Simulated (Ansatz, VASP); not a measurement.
## Two plane-wave programs on SiC4

```
Si C
1.0
     3.54696    0.00000    0.00000
     0.00000    3.54696    0.00000
     0.00000    0.00000    5.62382
Si C
1 4
Cartesian
  0.0000 0.0000 3.5931
  0.0000 1.0499 5.3568
  2.4971 0.0000 5.3568
  0.0000 2.4971 5.3568
  1.0499 0.0000 5.3568
```

Change from the starting cell: species swapped into the TaTe4 type (P4cc, No. 103).

Alike in both runs: functional PBE; k mesh 10 × 10 × 8; occupations gaussian, width 0.1 eV; no spin polarisation.

Ansatz relaxed the structure, and its values are those at the end. VASP's run is a single point on that final structure, the one shown.

|  | VASP | Ansatz |
| --- | --- | --- |
| version | VASP 6.6.1 | Ansatz 0.2.0 |
| potentials or method | VASP PAW PBE potentials, release 64 (Si, C) | scalar-relativistic, plane waves, PAW |
| plane-wave cutoff (eV) | 520 | 420 |
| valence electrons in the cell | 20 | 20 |

```csv
,VASP,Ansatz,Ansatz less VASP
gap on the k mesh at the Fermi level (eV),none,none,-
pressure (GPa),0.2,0.0,-0.17
rms of the force components (eV/Å),0.028,0.001,-0.0270
```

A gap of «none» marks a metal or a gap that the smearing closes.

Caveats: this functional lacks dispersion, which binds the layers, so the pressure and a relaxed spacing across them are unreliable.
